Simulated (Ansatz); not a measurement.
# Te under changes of volume

One of the cells (33.925 Å³/atom); the others are scaled copies at fixed shape and fractional positions:

```xyz
3
Lattice="4.4540 0.0000 0.0000 -2.2270 3.8573 0.0000 0.0000 0.0000 5.9240" Properties=species:S:1:pos:R:3 pbc="T T T"
Te    1.6279    2.8197    0.0000
Te   -0.5991    1.0376    3.9493
Te    1.1981    0.0000    1.9747
```

```yaml
Program: Ansatz 0.2.0
Functional: LDA
Potentials_or_basis: all-electron LAPW, scalar-relativistic
Cutoff: 216 eV (chosen from the basis error)
Basis_error_allowed: 0.002 eV/atom
k_mesh: 7 × 7 × 5
Occupations: fermi-dirac, width 0.05 eV
Spin: no spin polarisation
```

```csv
volume (Å³/atom),energy over the lowest point (meV/atom),pressure (GPa),gap on the mesh (eV),largest force (eV/Å)
31.890,3.03,1.3,0.56,0.388
32.568,0.00,0.1,0.57,0.268
33.247,1.84,-1.0,0.58,0.157
33.925,8.03,-1.9,0.58,0.053
34.604,18.08,-2.8,0.59,0.044
35.282,31.56,-3.6,0.59,0.134
35.961,?,?,?,?
```

Question: What does the run at 35.961 Å³/atom give?

Answer: Energy over the lowest point 48.09 meV/atom; pressure -4.2 GPa; gap on the mesh 0.59 eV; largest force 0.218 eV/Å.

Worked out: A Birch-Murnaghan fit of order 3 (a polynomial in V^(-2/3)) to the other rows has its minimum at 32.64 Å³/atom with B0 = V·E''(V) = 55 GPa and B' = 4.6 at fixed shape and positions, which overstates the stiffness. It gives 48.12 meV/atom at 35.961 Å³/atom, against the run's 48.09, and -dE/dV = -4.2 GPa, against -4.2. A straight line through the other rows of the gap, of slope 0.298 eV per unit of ln V, extrapolates to 0.60 eV, against the run's 0.59.

Energies are extrapolated to zero smearing.

Caveats: spin-orbit coupling is left out, which moves the levels of the heavy elements; an odd mesh through Γ misses points on the zone boundary, where band edges often lie.
